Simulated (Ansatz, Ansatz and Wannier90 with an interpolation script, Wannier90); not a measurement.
# From a coarse GW mesh to bands everywhere: GaN (P6_3mc)

Aim: the G0W0 bands of GaN (P6_3mc) along the symmetry lines, with the gap off the mesh.

Main program and level: Ansatz 0.2.0; LDA, Wannier functions and G0W0, plane waves, PAW.

The database entry behind the starting cell differs from later determinations by our own check (about 0.3 % short, ideal inner coordinate), so it need not match the best structure at ambient conditions.

## (1) Starting point

It takes space group P6_3mc (No. 186, hexagonal). The conventional cell has a = 3.180 Å, b = 3.180 Å, c = 5.166 Å, α = 90.00°, β = 90.00°, γ = 120.00°. Nearest to Ga lie 4 N at 1.94 to 1.95 Å. Nearest to N lie 4 Ga at 1.94 to 1.95 Å. Farther neighbours and most contacts between anions are not listed.

The cell and positions come from the Crystallography Open Database and are kept as given unless a step says otherwise. The default PAW set here is soft_2. Its files were made with PBE.

## (2) LDA bands

The cheap functional maps the bands first; the places of the edges decide which points the dearer methods must see.

This step: DFT, LDA, plane waves, PAW.

Contents of input.yaml:

```yaml
crystal:
  lattice:
    - [3.18, 0.0, 0.0]
    - [-1.59, 2.75396078, 0.0]
    - [0.0, 0.0, 5.166]
  atoms:
    - { symbol: Ga, position: [0.33333333, 0.66666667, 0.0] }
    - { symbol: Ga, position: [0.66666667, 0.33333333, 0.5] }
    - { symbol: "N", position: [0.33333333, 0.66666667, 0.375] }
    - { symbol: "N", position: [0.66666667, 0.33333333, 0.875] }
kpoints:
  mp_grid: { grid: [9, 9, 4] }
  band_path:
    path:
      - [[0.0, 0.0, 0.0], [0.5, 0.0, 0.0], [0.33333333, 0.33333333, 0.0], [0.0, 0.0, 0.0], [0.0, 0.0, 0.5], [0.5, 0.0, 0.5], [0.33333333, 0.33333333, 0.5], [0.0, 0.0, 0.5]]
      - [[0.5, 0.0, 0.5], [0.5, 0.0, 0.0]]
      - [[0.33333333, 0.33333333, 0.5], [0.33333333, 0.33333333, 0.0]]
    npoints: 10
hamiltonian:
  xc: lda
scf:
  occupations: { method: fermi_dirac, width: 0.02 }
  n_extra_bands: 30
output:
  eigenvalues: true
  fatbands: true
  write_density: true
  write_potential: true
  elf: true
  volumetric_format: npy
```

Run with:

```console
ansatz run input.yaml --threads 8 --pin off --max-ram 18432MiB --backend cpu --events-out ev --progress --plain --runs-dir out
```

Numbers of over 12 decimals in the logs are rounded to 6 here.

The log of the run:

```text
scf.n_extra_bands = 30 over 18 filled bands (N_el = 36.0): the run solves 48 bands
Engine: ansatz 0.2.0, aarch64-unknown-linux-gnu
Pseudopotentials: kind: paw
Pseudopotential: Ga, paw, valence charge 13, recommended cutoff 420 eV (normal), Ga.paw.azcp
Pseudopotential: N, paw, valence charge 5, recommended cutoff 420 eV (normal), N.paw.azcp
Functional definition: SPW92
  exchange = slater_x
  correlation = pw_c
Crystal: 4 atoms, lattice volume = 45.242 Å³
Basis set: ecut = 420 eV, 881 PW (Γ)
Bands: 48, of which v1, the nominal top of the filled ones, is band 18 counted from 1 (17 counted from 0)
Symmetry: 12 space group operations
Space group: P63mc (ITA 186), of the structure as read, at distance tolerance 3.6e-5 Å
k-points: 36 of 324 (time reversal used)
Non-local potential: Ga, projectors of the file, l = 0: 2, l = 1: 2, l = 2: 3, l = 3: 1
Non-local potential: N, projectors of the file, l = 0: 2, l = 1: 2, l = 2: 1
PAW form: soft (Blöchl's): semilocal exchange-correlation on the pseudo side does not see the compensation charge
PAW frozen core: Ga, regenerated for the run's functional, and the local potential with it (the file was generated under x = pbe(κ = 0.804, μ = 0.219515), c = pbe(β = 0.066725))
PAW frozen core: N, regenerated for the run's functional, and the local potential with it (the file was generated under x = pbe(κ = 0.804, μ = 0.219515), c = pbe(β = 0.066725))
PAW one-centre angular grid: Ga, 590 points (default); XC on 64 Gauss nodes
PAW one-centre angular grid: N, 110 points (default); XC on 64 Gauss nodes
Initial density: superposition of atomic densities (neutral atoms: chi_scale 0, normalization atom), corrected by the library's trained network
Initial wavefunctions: pseudopotential atomic-orbital guess
Functional: x = slater, c = lda
SCF iter   1: F=—  HF=-8164.196342 eV  |F-HF|=—  |Δ(HF+E_count)|=         —  Δρ=1.37e-2  dr2=8.21e-2  ethr=1.77e-3  ⟨swp⟩=5.9  Hψ=8242  notcnv=0  defer=316
preconditioner: auto → Resta (q_TF=auto, 2.626 Å⁻¹)  ε∞=2.1  [insulator: Δε(μ)=1.867 eV  Ē_g=32.033 eV  σ=0.020 eV  W_gap=1.00  n_scr=22 (ndim 8)  ℏωp=33.1 eV  f_vac=0.008  D(μ)=0.00/eV (n_scr^D=0)  ε∞_Penn≈2.1]
SCF iter   2: F=—  HF=-8164.178418 eV  |F-HF|=—  |Δ(HF+E_count)|=   1.79e-2  Δρ=6.30e-3  dr2=2.03e-2  ethr=2.28e-4  ⟨swp⟩=2.0  Hψ=2285  notcnv=0  defer=790
SCF iter   3: F=—  HF=-8164.173267 eV  |F-HF|=—  |Δ(HF+E_count)|=   5.15e-3  Δρ=1.40e-3  dr2=4.70e-4  ethr=5.64e-5  ⟨swp⟩=2.5  Hψ=1571  notcnv=0  defer=800
SCF iter   4: F=—  HF=-8164.172630 eV  |F-HF|=—  |Δ(HF+E_count)|=   6.37e-4  Δρ=4.81e-4  dr2=5.05e-5  ethr=1.31e-6  ⟨swp⟩=2.0  Hψ=1811  notcnv=0  defer=800
SCF iter   5: F=—  HF=-8164.172619 eV  |F-HF|=—  |Δ(HF+E_count)|=   1.16e-5  Δρ=3.57e-5  dr2=3.71e-7  ethr=1.40e-7  ⟨swp⟩=2.1  Hψ=1537  notcnv=0  defer=800
SCF iter   6: F=-8164.172619 eV  HF=-8164.172619 eV  |F-HF|=1.33e-10  |Δ(HF+E_count)|=   4.53e-8  Δρ=6.61e-6  dr2=1.72e-8  ethr=2.78e-10  ⟨swp⟩=8.6  Hψ=8262  notcnv=0
SCF 1 converged in 6 iterations: F = -8164.172619 eV  dr2 = 1.72e-8
[...]
NSCF: frozen V_eff on 93 k-points
SCF converged after 6 iterations
Free energy (F): -8164.172619 eV
Harris-Foulkes:  -8164.172619 eV  (|F-HF|=1.33e-10)
Internal energy: -8164.172619 eV  (E = F + TS)
E sigma→0 (E₀):  -8164.172619 eV
Fermi energy:    10.475234 eV
--- Per-component energies (eV) ---
  E_band       = -20.339958
  E_kinetic    = 494.130317
  E_local      = -3895.626292  (includes V_loc(G=0)·N_el)
  E_nonlocal   = 955.249479
  E_hartree    = 1788.279793
  E_xc         = -255.710606
  E_vxc        = -268.463883  (∫ρ·V_xc dr)
  E_paw        = -4070.285650  (= ΣΔE_a)
  E_vpaw       = -882.194895  (= ΣTr[D̂ρ^β])
  E_aug_tail   = 0.000021  (compensation charges beyond the density's cutoff)
  E_ewald      = -3183.826730
  E_core_change = 3.617048  (= ΣΔE_core)
  E_smearing   = -0.000000  (= −TS)
  E_closure    = 0.000000  (closes the sum)
  Σ components = -8164.172619   (vs F -8164.172619, Δ=0.00e0)
--- Band table (eV; the first three rows and the last of 36) ---
  k-point 0: bands = [... 14 lower, 8.4074, 9.4191, 9.4816, 9.4816, 11.4543, 13.6771, 18.5809, 19.2212, ... 26 higher]
  k-point 1: bands = [... 14 lower, 8.5567, 8.5567, 9.3167, 9.3167, 12.6166, 13.7908, 18.1926, 18.9260, ... 26 higher]
  k-point 2: bands = [... 14 lower, 8.9299, 8.9299, 8.9299, 8.9299, 13.7111, 13.7111, 17.8567, 17.8567, ... 26 higher]
  k-point 35: bands = [... 14 lower, 5.1986, 5.1986, 7.9567, 7.9567, 15.8585, 15.8585, 16.6685, 16.6685, ... 26 higher]
```

Run time: 3.5 s. Hardware: 8 threads of Arm Neoverse V1, shared host; peak memory 0.47 GiB.

Numbers from this step:

```
filled bands         : 18
gap                  : 1.973 eV
valence top at       : Γ
conduction bottom at : Γ
least direct gap     : 1.973 eV
```

The gap is direct, at Γ.

The electronic bands at the labelled points (eV, zero at the top of the highest nominally filled band):

```csv
point,band 15,band 16,band 17,band 18,band 19,band 20,band 21,band 22
Γ,-1.07,-0.06,0.00,0.00,1.97,4.20,9.10,9.74
halfway,-2.87,-2.04,-0.76,-0.50,4.29,5.83,7.25,8.41
M,-4.33,-2.81,-2.30,-1.00,4.92,5.53,5.94,8.52
halfway,-4.35,-3.62,-2.46,-1.91,5.46,6.50,6.57,8.37
K,-5.41,-3.08,-3.08,-2.75,4.97,7.74,7.74,8.29
halfway,-3.70,-2.45,-1.03,-0.95,4.93,6.78,7.15,7.51
Γ,-1.07,-0.06,0.00,0.00,1.97,4.20,9.10,9.74
halfway,-0.92,-0.92,-0.16,-0.16,3.13,4.31,8.71,9.44
A,-0.55,-0.55,-0.55,-0.55,4.23,4.23,8.38,8.38
halfway,-2.13,-2.13,-1.32,-1.32,5.17,5.17,7.54,7.54
L,-1.98,-1.98,-1.95,-1.95,4.31,4.31,7.68,7.68
halfway,-3.27,-3.27,-1.64,-1.64,5.28,5.28,8.01,8.01
H,-4.28,-4.28,-1.52,-1.52,6.38,6.38,7.19,7.19
halfway,-2.17,-2.17,-1.86,-1.86,5.61,5.61,7.55,7.55
A,-0.55,-0.55,-0.55,-0.55,4.23,4.23,8.38,8.38
jump to L,-1.98,-1.98,-1.95,-1.95,4.31,4.31,7.68,7.68
halfway,-3.38,-2.58,-1.75,-1.31,4.23,4.97,7.48,7.76
M,-4.33,-2.81,-2.30,-1.00,4.92,5.53,5.94,8.52
jump to H,-4.28,-4.28,-1.52,-1.52,6.38,6.38,7.19,7.19
halfway,-5.10,-3.27,-2.26,-2.26,5.74,7.14,7.14,8.07
K,-5.41,-3.08,-3.08,-2.75,4.97,7.74,7.74,8.29
```

Electrostatic potential energy in the ac plane at fractional y = 0.333, with atoms of Ga and N within 0.2 Å of it. With pseudopotentials it is smooth inside the atoms' cores, unlike the true potential.

Ten even steps from '_' (-40 eV) to '@' (13 eV):
```
%%%%######%%%%%%##==....--**%%@@
@@%%%%%%%%%%@@%%==________--##@@
@@@@%%%%@@@@@@##--________..**@@
@@@@@@@@@@@@@@%%--________::##@@
@@@@@@@@@@@@@@%%**::____..==%%@@
@@@@@@@@@@@@@@@@%%**==--++##@@@@
@@@@@@@@@@@@@@@@@@%%%%##%%@@@@@@
@@@@@@@@@@@@@@@@@@%%%%%%%%%%@@@@
@@@@@@@@@@@@@@%%##********##%%@@
@@@@@@@@@@@@%%##**++++++++++##%%
@@@@@@@@@@@@%%**++++++++++++++##
%%@@@@@@@@@@##++++++++++++++++**
%%@@@@@@@@@@##++++++++++++++++**
%%@@@@@@@@@@##++++++++++++++++**
@@@@@@@@@@@@%%**++++++++++++++##
@@@@@@@@@@@@%%##**++++++++++##%%
@@@@@@@@@@@@@@%%##****++**##%%@@
@@@@@@@@@@@@@@@@@@%%%%%%%%%%@@@@
@@@@@@@@@@@@@@@@@@@@@@@@@@@@@@@@
@@@@@@@@@@@@@@@@@@@@@@@@@@@@@@@@
@@@@@@@@@@@@@@@@@@@@@@@@@@@@@@@@
@@@@@@@@@@@@@@@@@@@@@@@@@@@@@@@@
@@@@%%%%%%@@@@@@@@@@@@@@@@@@@@@@
@@%%%%%%%%%%@@@@@@@@@@@@@@@@@@@@
%%%%######%%@@@@@@@@@@@@@@@@@@@@
%%########%%%%@@@@##****##%%@@@@
```
Columns run along a (3.2 Å; values clipped at the 3rd and 97th percentile), rows up along c (5.2 Å). Atoms in or near the plane, at fractional coordinates: Ga at (0.67, 0.50), N at (0.67, 0.88).

Valence density in the ac plane at fractional y = 0.333, with atoms of Ga and N within 0.2 Å of it. It is the smooth field of the valence electrons, not physical close to the nuclei.

Ten steps, logarithmic in the rise over the least value, from '0' (0 e/Å³) to '9' (45 e/Å³):
```
1111111123333221
1100111234444321
1000011234444321
1000001234444321
0000001123444321
0000000123333211
0000000112222110
0000000011221100
0000000011221100
0000000112332210
0000000124665311
0000001246897421
1000001247998521
1111111246897421
1111111124665321
1111111112332211
1111111011111100
0011100000000000
0000000000000000
0000000000000000
0000000000000000
0000000000000000
0000000000000000
0000000000000000
0011100111111110
1111111112222211
```
Columns run along a (3.2 Å), rows up along c (5.2 Å). Atoms in or near the plane, at fractional coordinates: Ga at (0.67, 0.50), N at (0.67, 0.88).

## (3) Overlaps and projections on 9×9×4

This step: overlaps and projections of LDA states for Wannier90, plane waves, PAW.

input.yaml, the sections that differ from step 2:

```yaml
kpoints:
  mp_grid: { grid: [9, 9, 4] }
scf:
  occupations: { method: fixed }
  n_extra_bands: 30
output:
  wannier:
    kmesh: [9, 9, 4]
    projections:
      - { species: Ga, l: s, shell: 4 }
      - { species: Ga, l: p, shell: 4 }
      - { species: "N", l: p, shell: 2 }
    minimise: false
    seedname: w
    disentanglement: { window: [2.11, 25.11], frozen_window: [2.11, 14.45] }
# crystal, hamiltonian: as in step 2
```

The log of the run:

```text
[...]
Crystal: 4 atoms, lattice volume = 45.242 Å³
Basis set: ecut = 420 eV, 881 PW (Γ)
Bands: 48, of which v1, the nominal top of the filled ones, is band 18 counted from 1 (17 counted from 0)
Symmetry: 12 space group operations
[...]
k-points: 36 of 324 (time reversal used)
[...]
--- Band table (eV; the first three rows and the last of 36) ---
  k-point 0: bands = [... 14 lower, 8.4073, 9.4190, 9.4815, 9.4815, 11.4543, 13.6771, 18.5808, 19.2213, ... 26 higher]
  k-point 1: bands = [... 14 lower, 8.5566, 8.5566, 9.3166, 9.3166, 12.6166, 13.7907, 18.1926, 18.9260, ... 26 higher]
  k-point 2: bands = [... 14 lower, 8.9298, 8.9298, 8.9298, 8.9298, 13.7110, 13.7110, 17.8566, 17.8566, ... 26 higher]
  k-point 35: bands = [... 14 lower, 5.1986, 5.1986, 7.9567, 7.9567, 15.8585, 15.8585, 16.6685, 16.6685, ... 26 higher]
[key lines of the parts left out:]
SCF converged after 6 iterations
Free energy (F): -8164.172619 eV
Fermi energy:    9.481507 eV
```

Wall time 3.5 s (8 threads); peak memory 0.56 GiB.

[end of part 1 of 3]

[Paths, hosts, dates, memory and timing lines, banners, echoed tables and standing remarks are left out of the program output.]

[Logs are printed without paths, hosts, clocks, repeated set-up lines and the standing remarks that a program may print on its own settings, such as how far it seeks lower states.]

[Runs of the session that timed out or met a known fault of the program may be left out.]

[Hosts, paths, dates, database ids (printed as entryN), source tags and the programs' standing remarks are cut or masked in the printed files.]
